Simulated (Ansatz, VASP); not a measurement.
**BeTe in VASP and in Ansatz**

File INCAR:

```
SYSTEM = BeTe
  ALGO = Normal
  EDIFF = 1E-6
  ENCUT = 520
  GGA = PE
  ISIF = 2
  ISMEAR = 0
  LASPH = .TRUE.
  LCHARG = .FALSE.
  LREAL = .FALSE.
  LWAVE = .FALSE.
  NBANDS = 11
  NELM = 100
  PREC = Accurate
  SIGMA = 0.014
```

File KPOINTS:

```
k-points
0
G
  8 8 8
  0 0 0
```

Contents of POSCAR:

```
BeTe
1.0
    0.0000000000      2.7700000000      2.7700000000
    2.7700000000      0.0000000000      2.7700000000
    2.7700000000      2.7700000000      0.0000000000
Te Be
1 1
Direct
    0.7500000000      0.7500000000      0.7500000000
    0.0000000000      0.0000000000      0.0000000000
```

input.yaml

```yaml
crystal:
  lattice:
    - [0.0, 2.77, 2.77]
    - [2.77, 0.0, 2.77]
    - [2.77, 2.77, 0.0]
  atoms:
    - { symbol: Te, position: [0.75, 0.75, 0.75] }
    - { symbol: Be, position: [0.0, 0.0, 0.0] }
kpoints:
  mp_grid: { grid: [8, 8, 8] }
scf:
  occupations: { method: gaussian, width: 0.014 }
hamiltonian:
  xc: pbe
  pseudopotentials: { kind: all_electron, lapw: { basis_error: 0.001 } }
output:
  forces: true
  stress: true
  eigenvalues: true
```

Alike in both runs: task single point; functional PBE; k mesh 8 × 8 × 8; occupations gaussian, width 0.014 eV; no spin polarisation.

```csv
,VASP,Ansatz
version,VASP 6.6.1,Ansatz 0.2.0
potentials or method,"VASP PAW PBE potentials, release 64 (Te, Be)","all-electron LAPW, scalar-relativistic"
plane-wave cutoff (eV),520,see its input
```

VASP gave:

| Item | Value |
| --- | --- |
| gap on the k mesh at the Fermi level (eV) | 1.85 |
| least direct gap on the mesh (eV) | 3.56 |
| pressure (GPa) | 4.5 |

Q: What did Ansatz give for the same quantities?

A: gap on the k mesh at the Fermi level (eV): 1.86; least direct gap on the mesh (eV): 3.59; pressure (GPa): 4.3.

Ansatz ran all-electron here, so the differences hold the error of VASP's frozen core and of both bases.

Caveats: spin-orbit coupling is left out, which moves the levels of the heavy elements. Expect the measured gap to be larger: semilocal functionals such as PBE lack the derivative discontinuity. A k mesh can miss the band edges.
